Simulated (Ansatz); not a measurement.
Crystal: PbS (Galena).

```
CELL_PARAMETERS angstrom
0.00000 2.96575 2.96575
2.96575 0.00000 2.96575
2.96575 2.96575 0.00000
ATOMIC_POSITIONS crystal
Pb 0.00000 0.00000 0.00000
S 0.50000 0.50000 0.50000
```

* Program: Ansatz 0.2.0
* Task: relaxation of cell and atoms
* Functional: BPBE
* Potentials or basis: Ansatz PAW
* Cutoff: 420 eV (not typed: the program's choice for these potentials)
* k mesh: 8 × 8 × 8
* Occupations: fermi-dirac, width 0.05 eV
* Spin: no spin polarisation

At the start: volume 26.09 Å³/atom.

Question: How do energy, volume and symmetry change on relaxing?

Answer: It ends after 5 steps and the volume is 27.03 Å³/atom (+3.6 %); space group Fm-3m (No. 225, to 0.05 Å).

The path:
| step | energy change (eV) | largest force (eV/Å) | volume (Å³) |
| --- | --- | --- | --- |
| 1 | 0.0000 | 0.0000 | 52.17 |
| 2 | -0.0079 | 0.0000 | 55.15 |
| 3 | -0.0115 | 0.0000 | 54.12 |
| 4 | -0.0115 | 0.0000 | 54.05 |
| 5 | -0.0116 | 0.0000 | 54.05 |

Final structure:
```xyz
2
Lattice="0.0000 3.0010 3.0010 3.0010 0.0000 3.0010 3.0010 3.0010 0.0000" Properties=species:S:1:pos:R:3 pbc="T T T"
Pb    0.0000    0.0000    0.0000
S     3.0010    3.0010    3.0010
```

Caveat: the plane-wave basis is chosen anew once the cell has moved, so the energies of steps on either side of that aren't comparable; the PAW data sets come from PBE, with cores solved anew for the run's functional, which leaves a small shift of forces and pressure.
